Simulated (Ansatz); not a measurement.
**Pb (Fm-3m), two-dimensional strain map**

Computed with DFT PBE, scalar-relativistic, plane waves, PAW (Ansatz). The runs took a 420 eV cutoff, a Γ-centred 16×16×16 mesh and Gaussian smearing (0.15 eV). Spin–orbit coupling is left out, which can shift energies with elements as heavy as these. No spin polarisation. Energies are free energies at this smearing, counted from the undisturbed cell; pressure is positive in compression.

Reference structure (as given, not relaxed at this level; it stands at 2.7 GPa):

```
Pb
1.0
     0.00000    2.46980    2.46980
     2.46980    0.00000    2.46980
     2.46980    2.46980    0.00000
Pb
1
Direct
  0.00000 0.00000 0.00000
```

The cell is strained by p along both x and y and by q along z, fractional coordinates fixed. Points are written (p, q).

Energy above the undisturbed cell in meV/atom (a dash: not computed):

| p \ q | -0.080 | -0.040 | 0.000 | 0.040 | 0.080 |
| --- | --- | --- | --- | --- | --- |
| -0.080 | 500.1 | 352.8 | 247.0 | 173.7 | 124.0 |
| -0.040 | 234.7 | 141.6 | 77.2 | 38.4 | 18.7 |
| 0.000 | 85.0 | 31.0 | 0.0 | -11.2 | -7.8 |
| 0.040 | 16.0 | -5.2 | -10.5 | -0.3 | 21.4 |
| 0.080 | 3.5 | 7.8 | 24.2 | 51.0 | 86.8 |

Pressure in GPa:

```csv
p \ q,-0.080,-0.040,0.000,0.040,0.080
-0.080,26.2,20.3,15.6,11.9,8.9
-0.040,15.4,11.3,7.9,5.3,3.2
0.000,7.9,5.1,2.7,0.8,-0.6
0.040,3.0,0.9,-0.8,-2.1,-3.0
0.080,-0.4,-1.8,-2.9,-3.8,-4.5
```